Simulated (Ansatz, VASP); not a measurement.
# Sb: VASP beside Ansatz

INCAR

```
PREC = Accurate
ENCUT = 520
EDIFF = 1E-6
ISMEAR = -1
SIGMA = 0.05
LREAL = False
LASPH = True
NELM = 60
ALGO = Normal
ISIF = 2
LWAVE = False
LCHARG = True
GGA = RE
LELF = True
LVHAR = True
NBANDS = 12
```

KPOINTS

```
Automatic mesh
0
Gamma
  4 4 4
```

The input POSCAR:

```
Sb
1.0
    2.1542000000      1.2437279499      3.7580000000
   -2.1542000000      1.2437279499      3.7580000000
    0.0000000000     -2.4874558998      3.7580000000
Sb
2
Direct
    0.7665100000      0.7665100000      0.7665100000
    0.2334900000      0.2334900000      0.2334900000
```

Contents of input.yaml:

```yaml
crystal:
  lattice:
    - [2.1542, 1.2437279499, 3.758]
    - [-2.1542, 1.2437279499, 3.758]
    - [0.0, -2.4874558998, 3.758]
  atoms:
    - { symbol: Sb, position: [0.76651, 0.76651, 0.76651] }
    - { symbol: Sb, position: [0.23349, 0.23349, 0.23349] }
hamiltonian:
  xc: revpbe
  pseudopotentials: { kind: paw }
kpoints:
  mp_grid: { grid: [4, 4, 4] }
  band_path:
    path:
      - [[0.0, 0.0, 0.0], [0.5, 0.0, 0.0], [0.5, 0.2396873643, -0.2396873643]]
      - [[0.7603126357, 0.5, 0.2396873643], [0.5, 0.5, 0.5], [0.0, 0.0, 0.0], [0.3698436821, 0.0, -0.3698436821]]
      - [[0.6301563179, 0.3698436821, 0.0], [0.5, 0.5, 0.0], [0.6301563179, 0.6301563179, 0.2396873643], [0.5, 0.5, 0.5]]
      - [[0.5, 0.0, 0.0], [0.7603126357, 0.3698436821, 0.3698436821]]
    npoints: 14
scf:
  occupations: { method: fermi_dirac, width: 0.05 }
  n_extra_bands: 6
output:
  forces: true
  stress: true
  eigenvalues: true
  fatbands: true
  write_density: true
  write_potential: true
  elf: true
  volumetric_format: npy
```

Alike in both runs: functional revPBE; k mesh 4 × 4 × 4; occupations fermi-dirac, width 0.05 eV; no spin polarisation.

```csv
,VASP,Ansatz
version,VASP 6.6.1,Ansatz 0.2.0
potentials or method,"VASP PAW PBE potentials, release 64 (Sb)",Ansatz PAW
plane-wave cutoff (eV),520,420
valence electrons in the cell,10,30
task,single point,band structure
```

```tsv
	VASP	Ansatz	Ansatz less VASP
gap on the k mesh at the Fermi level (eV)	0.12	0.14	+0.022
least direct gap on the mesh (eV)	0.12	0.14	+0.022
pressure (GPa)	3.7	3.7	-0.02
largest component of the traceless stress (GPa)	0.90	0.86	-0.036
rms of the force components (eV/Å)	0.009	0.024	+0.0154
```

Atom by atom the forces differ by 0.015 eV/Å (rms over components). With one functional, cell and mesh, what is left measures potentials, basis and numerics. The two sets of potentials don't hold the same shells in valence.

Caveats: the k mesh is coarse (spacing up to 0.44 Å⁻¹), so the values aren't converged; spin-orbit coupling is left out, which moves the levels of the heavy elements; the PAW data sets were made with another functional, which shifts forces and pressure a little (VASP); the PAW data sets come from PBE, with cores solved anew for the run's functional, which leaves a small shift of forces and pressure (Ansatz).
